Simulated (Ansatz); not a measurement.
# HfC: eigenvalues along the path

```yaml
crystal:
  lattice:
    - [0.00000, 2.32500, 2.32500]
    - [2.32500, 0.00000, 2.32500]
    - [2.32500, 2.32500, 0.00000]
  atoms:
    - { symbol: Hf, position: [0.50000, 0.50000, 0.50000] }
    - { symbol: C, position: [0.00000, 0.00000, 0.00000] }
```

Atoms are numbered in the order listed.

The cell is COD entry 1539502, as deposited and not checked against the literature; nothing was relaxed.

No spin–orbit coupling, which matters for the heavy atoms here.

Theory: DFT, PBE, all-electron LAPW, scalar-relativistic (Ansatz 0.2.0).

Settings: a Γ-centred 15×15×15 k mesh, Fermi–Dirac smearing of 0.05 eV, basis error target 1 meV/atom, no spin polarisation.

Path points, in fractions of the reciprocal vectors: Γ (0.000, 0.000, 0.000), X (0.500, 0.000, 0.500), U (0.625, 0.250, 0.625), K (0.375, 0.375, 0.750), L (0.500, 0.500, 0.500), W (0.500, 0.250, 0.750). Levels in eV from the Fermi level; bands 14 to 27, counted from the lowest band of the run. The gap is zero.

```
# k(1/Å) point b14 b15 b16 b17 b18 b19 b20 b21 b22 b23 b24 b25 b26 b27
0.000 Γ -12.31 -11.08 -11.07 -11.07 -11.07 -10.99 -10.99 -10.99 1.07 1.07 1.07 1.38 1.38 1.38
0.097 - -12.27 -11.08 -11.07 -11.07 -11.07 -10.99 -10.99 -10.99 0.65 0.77 0.77 1.32 1.74 1.74
0.193 - -12.15 -11.07 -11.06 -11.06 -11.06 -10.99 -10.99 -10.99 -0.18 0.42 0.42 1.14 2.27 2.27
0.290 - -11.96 -11.07 -11.06 -11.06 -11.05 -10.99 -10.99 -10.99 -1.06 0.14 0.14 0.87 2.85 2.85
0.386 - -11.71 -11.07 -11.06 -11.06 -11.03 -11.00 -10.99 -10.99 -1.88 -0.09 -0.09 0.55 3.47 3.47
0.483 - -11.46 -11.06 -11.05 -11.05 -11.00 -11.00 -11.00 -10.97 -2.60 -0.25 -0.25 0.19 3.85 4.11
0.579 - -11.28 -11.05 -11.05 -11.05 -11.01 -11.00 -11.00 -10.84 -3.17 -0.35 -0.35 -0.16 4.04 4.73
0.676 - -11.19 -11.05 -11.04 -11.04 -11.01 -11.01 -11.01 -10.64 -3.57 -0.51 -0.39 -0.39 4.24 5.32
0.772 - -11.15 -11.04 -11.04 -11.04 -11.02 -11.01 -11.01 -10.45 -3.77 -0.82 -0.39 -0.39 4.46 5.83
0.869 - -11.12 -11.04 -11.04 -11.04 -11.03 -11.01 -11.01 -10.33 -3.76 -1.11 -0.34 -0.34 4.67 6.23
0.965 - -11.09 -11.04 -11.04 -11.03 -11.03 -11.01 -11.01 -10.29 -3.58 -1.34 -0.28 -0.28 4.87 6.50
1.062 - -11.06 -11.04 -11.04 -11.04 -11.02 -11.01 -11.01 -10.31 -3.28 -1.53 -0.20 -0.20 5.05 6.65
1.158 - -11.04 -11.04 -11.04 -11.04 -11.02 -11.01 -11.01 -10.36 -2.95 -1.67 -0.13 -0.13 5.18 6.71
1.255 - -11.04 -11.04 -11.04 -11.02 -11.02 -11.01 -11.01 -10.41 -2.70 -1.75 -0.08 -0.08 5.27 6.73
1.351 X -11.04 -11.04 -11.04 -11.02 -11.01 -11.01 -11.01 -10.43 -2.60 -1.78 -0.06 -0.06 5.30 6.73
1.385 - -11.04 -11.04 -11.04 -11.02 -11.01 -11.01 -11.01 -10.42 -2.61 -1.79 -0.07 -0.05 5.32 6.72
1.419 - -11.04 -11.04 -11.04 -11.02 -11.01 -11.01 -11.01 -10.41 -2.61 -1.82 -0.11 -0.03 5.39 6.71
1.454 - -11.04 -11.04 -11.04 -11.02 -11.02 -11.01 -11.01 -10.38 -2.61 -1.88 -0.18 0.01 5.49 6.68
1.488 - -11.04 -11.04 -11.04 -11.02 -11.02 -11.01 -11.01 -10.35 -2.62 -1.96 -0.27 0.07 5.63 6.64
1.522 - -11.05 -11.04 -11.04 -11.03 -11.02 -11.01 -11.01 -10.31 -2.63 -2.05 -0.38 0.14 5.81 6.60
1.556 - -11.05 -11.04 -11.04 -11.03 -11.02 -11.01 -11.01 -10.26 -2.64 -2.17 -0.50 0.23 6.02 6.54
1.590 - -11.05 -11.04 -11.04 -11.04 -11.02 -11.01 -11.01 -10.20 -2.65 -2.30 -0.63 0.34 6.25 6.47
1.624 - -11.06 -11.04 -11.04 -11.04 -11.02 -11.01 -11.01 -10.14 -2.66 -2.45 -0.77 0.47 6.40 6.50
1.658 - -11.07 -11.04 -11.04 -11.03 -11.02 -11.01 -11.01 -10.07 -2.68 -2.61 -0.92 0.61 6.32 6.49
1.692 - -11.07 -11.04 -11.04 -11.03 -11.02 -11.01 -11.01 -10.00 -2.78 -2.69 -1.06 0.78 6.22 6.44
1.727 - -11.08 -11.05 -11.04 -11.03 -11.02 -11.01 -11.01 -9.93 -2.95 -2.70 -1.21 0.96 6.12 6.38
1.761 - -11.08 -11.05 -11.04 -11.03 -11.02 -11.01 -11.00 -9.85 -3.13 -2.71 -1.35 1.15 6.01 6.31
1.795 - -11.09 -11.05 -11.04 -11.03 -11.02 -11.01 -11.00 -9.77 -3.32 -2.73 -1.49 1.37 5.90 6.24
1.829 U -11.10 -11.05 -11.04 -11.03 -11.02 -11.01 -11.00 -9.69 -3.50 -2.74 -1.63 1.60 5.78 6.16
1.888 - -11.10 -11.05 -11.04 -11.03 -11.02 -11.01 -11.00 -9.64 -3.59 -2.74 -1.72 1.76 5.63 6.19
1.947 - -11.10 -11.05 -11.04 -11.03 -11.02 -11.01 -11.00 -9.59 -3.67 -2.74 -1.85 1.99 5.38 6.26
2.006 - -11.10 -11.05 -11.04 -11.03 -11.02 -11.01 -11.00 -9.55 -3.74 -2.74 -1.99 2.28 5.08 6.35
2.065 - -11.10 -11.05 -11.04 -11.03 -11.02 -11.01 -11.00 -9.50 -3.79 -2.73 -2.12 2.60 4.76 6.42
2.124 - -11.11 -11.05 -11.04 -11.03 -11.02 -11.01 -11.00 -9.47 -3.84 -2.73 -2.22 2.95 4.41 6.47
2.184 - -11.11 -11.05 -11.04 -11.03 -11.02 -11.01 -11.00 -9.45 -3.86 -2.72 -2.29 3.31 4.05 6.50
2.243 - -11.11 -11.05 -11.04 -11.03 -11.02 -11.01 -11.00 -9.44 -3.87 -2.72 -2.32 3.67 3.69 6.51
2.302 - -11.11 -11.05 -11.04 -11.03 -11.02 -11.01 -11.00 -9.45 -3.86 -2.72 -2.29 3.31 4.05 6.50
2.361 - -11.11 -11.05 -11.04 -11.03 -11.02 -11.01 -11.00 -9.47 -3.84 -2.73 -2.22 2.95 4.41 6.47
2.420 - -11.10 -11.05 -11.04 -11.03 -11.02 -11.01 -11.00 -9.50 -3.79 -2.73 -2.12 2.60 4.76 6.42
2.479 - -11.10 -11.05 -11.04 -11.03 -11.02 -11.01 -11.00 -9.55 -3.74 -2.74 -1.99 2.28 5.08 6.35
2.538 - -11.10 -11.05 -11.04 -11.03 -11.02 -11.01 -11.00 -9.59 -3.67 -2.74 -1.85 1.99 5.38 6.26
2.597 - -11.10 -11.05 -11.04 -11.03 -11.02 -11.01 -11.00 -9.64 -3.59 -2.74 -1.72 1.76 5.63 6.19
2.656 K -11.10 -11.05 -11.04 -11.03 -11.02 -11.01 -11.00 -9.69 -3.50 -2.74 -1.63 1.60 5.78 6.16
2.759 - -11.11 -11.05 -11.04 -11.02 -11.02 -11.01 -11.00 -9.45 -4.03 -2.75 -1.99 2.37 5.38 5.91
2.861 - -11.12 -11.05 -11.03 -11.03 -11.02 -11.01 -11.00 -9.26 -4.47 -2.74 -2.29 3.23 4.95 5.62
2.964 - -11.13 -11.05 -11.03 -11.03 -11.02 -11.01 -11.00 -9.18 -4.75 -2.69 -2.49 4.14 4.50 5.29
3.066 - -11.14 -11.05 -11.04 -11.03 -11.01 -11.01 -10.99 -9.25 -4.80 -2.60 -2.59 4.04 4.95 4.97
3.168 - -11.15 -11.04 -11.04 -11.02 -11.02 -11.01 -10.99 -9.49 -4.62 -2.60 -2.43 3.60 4.60 5.46
3.271 - -11.16 -11.05 -11.04 -11.03 -11.02 -11.02 -10.99 -9.84 -4.24 -2.49 -2.21 3.17 4.24 5.37
3.373 - -11.18 -11.05 -11.03 -11.03 -11.02 -11.01 -10.99 -10.25 -3.71 -2.28 -1.93 2.78 3.89 4.90
3.475 - -11.22 -11.06 -11.04 -11.03 -11.02 -11.01 -10.99 -10.64 -3.08 -1.97 -1.59 2.42 3.54 4.27
3.578 - -11.36 -11.06 -11.05 -11.04 -11.01 -11.00 -10.99 -10.92 -2.37 -1.55 -1.19 2.11 3.19 3.62
3.680 - -11.63 -11.07 -11.05 -11.05 -11.02 -11.00 -11.00 -10.99 -1.62 -1.05 -0.75 1.85 2.84 3.02
3.782 - -11.91 -11.07 -11.06 -11.06 -11.05 -11.00 -10.99 -10.99 -0.85 -0.46 -0.27 1.65 2.48 2.51
3.885 - -12.13 -11.07 -11.06 -11.06 -11.06 -10.99 -10.99 -10.99 -0.09 0.17 0.23 1.50 2.08 2.10
3.987 - -12.26 -11.07 -11.07 -11.07 -11.07 -10.99 -10.99 -10.99 0.61 0.72 0.77 1.41 1.70 1.70
4.090 Γ -12.31 -11.08 -11.07 -11.07 -11.07 -10.99 -10.99 -10.99 1.07 1.07 1.07 1.38 1.38 1.38
4.173 - -12.28 -11.08 -11.07 -11.07 -11.07 -10.99 -10.99 -10.99 0.70 0.84 0.84 1.49 1.49 1.66
4.257 - -12.19 -11.07 -11.06 -11.06 -11.06 -10.99 -10.99 -10.99 0.15 0.43 0.43 1.65 1.65 1.98
4.340 - -12.04 -11.07 -11.06 -11.06 -11.06 -10.99 -10.99 -10.99 -0.45 -0.04 -0.04 1.84 1.84 2.23
4.424 - -11.83 -11.07 -11.06 -11.06 -11.05 -11.00 -11.00 -10.99 -1.08 -0.50 -0.50 2.07 2.07 2.43
4.508 - -11.60 -11.06 -11.05 -11.05 -11.02 -11.00 -11.00 -10.99 -1.72 -0.95 -0.95 2.35 2.35 2.61
4.591 - -11.38 -11.06 -11.04 -11.04 -11.01 -11.01 -10.99 -10.93 -2.36 -1.36 -1.36 2.68 2.68 2.80
4.675 - -11.25 -11.06 -11.04 -11.04 -11.01 -11.01 -10.99 -10.71 -2.99 -1.73 -1.73 3.02 3.05 3.05
4.758 - -11.20 -11.05 -11.03 -11.03 -11.01 -11.01 -10.98 -10.38 -3.60 -2.06 -2.06 3.28 3.45 3.45
4.842 - -11.18 -11.05 -11.03 -11.03 -11.01 -11.01 -10.98 -10.00 -4.19 -2.34 -2.34 3.60 3.87 3.87
4.925 - -11.17 -11.04 -11.04 -11.04 -11.01 -11.01 -10.98 -9.60 -4.74 -2.58 -2.58 3.97 4.29 4.29
5.009 - -11.17 -11.04 -11.04 -11.04 -11.00 -11.00 -10.98 -9.20 -5.25 -2.76 -2.76 4.41 4.68 4.68
5.093 - -11.17 -11.04 -11.04 -11.03 -11.00 -11.00 -10.98 -8.83 -5.69 -2.89 -2.89 4.90 5.00 5.00
5.176 - -11.17 -11.04 -11.04 -11.03 -11.00 -11.00 -10.98 -8.55 -6.02 -2.97 -2.97 5.23 5.23 5.42
5.260 L -11.17 -11.04 -11.04 -11.03 -11.00 -11.00 -10.98 -8.43 -6.14 -3.00 -3.00 5.30 5.30 5.76
5.328 - -11.17 -11.04 -11.04 -11.03 -11.00 -11.00 -10.98 -8.45 -6.12 -2.99 -2.99 5.19 5.30 5.74
5.396 - -11.17 -11.04 -11.04 -11.03 -11.00 -11.00 -10.99 -8.50 -6.04 -2.97 -2.95 4.94 5.27 5.69
5.465 - -11.16 -11.04 -11.04 -11.03 -11.00 -11.00 -10.99 -8.58 -5.91 -2.93 -2.88 4.68 5.16 5.66
5.533 - -11.16 -11.05 -11.04 -11.03 -11.00 -11.00 -10.99 -8.68 -5.73 -2.89 -2.80 4.43 4.97 5.70
5.601 - -11.15 -11.05 -11.04 -11.03 -11.00 -11.00 -11.00 -8.80 -5.51 -2.85 -2.70 4.21 4.73 5.78
5.669 - -11.15 -11.05 -11.04 -11.03 -11.00 -11.00 -11.00 -8.92 -5.26 -2.81 -2.59 4.04 4.47 5.89
5.738 - -11.14 -11.05 -11.04 -11.03 -11.01 -11.00 -11.00 -9.05 -4.98 -2.77 -2.48 3.90 4.21 6.02
5.806 - -11.13 -11.05 -11.04 -11.02 -11.01 -11.01 -11.00 -9.18 -4.67 -2.75 -2.39 3.81 3.99 6.17
5.874 - -11.12 -11.05 -11.04 -11.02 -11.02 -11.01 -11.00 -9.29 -4.36 -2.73 -2.33 3.74 3.82 6.31
5.942 - -11.11 -11.05 -11.04 -11.02 -11.02 -11.01 -11.00 -9.40 -4.03 -2.72 -2.31 3.70 3.71 6.45
6.011 - -11.10 -11.05 -11.04 -11.03 -11.02 -11.01 -11.01 -9.48 -3.71 -2.71 -2.35 3.65 3.69 6.57
6.079 - -11.09 -11.05 -11.04 -11.03 -11.02 -11.01 -11.01 -9.54 -3.41 -2.71 -2.44 3.65 3.68 6.67
6.147 - -11.09 -11.04 -11.04 -11.04 -11.02 -11.01 -11.01 -9.58 -3.13 -2.71 -2.59 3.67 3.68 6.72
6.215 W -11.09 -11.04 -11.04 -11.04 -11.02 -11.01 -11.01 -9.59 -2.97 -2.71 -2.71 3.68 3.68 6.74
6.264 - -11.08 -11.04 -11.04 -11.04 -11.02 -11.01 -11.01 -9.61 -2.94 -2.73 -2.69 3.32 4.04 6.74
6.312 - -11.08 -11.04 -11.04 -11.04 -11.02 -11.01 -11.01 -9.64 -2.85 -2.73 -2.66 2.96 4.39 6.74
6.360 - -11.08 -11.04 -11.04 -11.04 -11.02 -11.01 -11.01 -9.70 -2.73 -2.70 -2.62 2.61 4.73 6.74
6.408 - -11.08 -11.04 -11.04 -11.04 -11.02 -11.01 -11.01 -9.77 -2.73 -2.56 -2.50 2.26 5.05 6.74
6.457 - -11.07 -11.04 -11.04 -11.04 -11.02 -11.01 -11.01 -9.85 -2.72 -2.50 -2.26 1.92 5.36 6.72
6.505 - -11.07 -11.04 -11.04 -11.04 -11.02 -11.01 -11.01 -9.94 -2.70 -2.42 -1.99 1.59 5.64 6.58
6.553 - -11.06 -11.04 -11.04 -11.04 -11.02 -11.01 -11.01 -10.03 -2.68 -2.34 -1.69 1.28 5.89 6.42
6.601 - -11.06 -11.04 -11.04 -11.04 -11.02 -11.01 -11.01 -10.12 -2.67 -2.25 -1.37 0.98 6.12 6.25
6.650 - -11.05 -11.04 -11.04 -11.04 -11.02 -11.01 -11.01 -10.21 -2.65 -2.15 -1.06 0.71 6.05 6.30
6.698 - -11.05 -11.04 -11.04 -11.03 -11.02 -11.01 -11.01 -10.28 -2.64 -2.05 -0.75 0.47 5.84 6.46
6.746 - -11.04 -11.04 -11.04 -11.02 -11.02 -11.01 -11.01 -10.34 -2.62 -1.95 -0.48 0.25 5.64 6.58
6.794 - -11.04 -11.04 -11.04 -11.02 -11.02 -11.01 -11.01 -10.39 -2.61 -1.86 -0.25 0.09 5.46 6.66
6.843 - -11.04 -11.04 -11.04 -11.02 -11.01 -11.01 -11.01 -10.42 -2.61 -1.80 -0.11 -0.02 5.34 6.71
6.891 X -11.04 -11.04 -11.04 -11.02 -11.01 -11.01 -11.01 -10.43 -2.60 -1.78 -0.06 -0.06 5.30 6.73
```
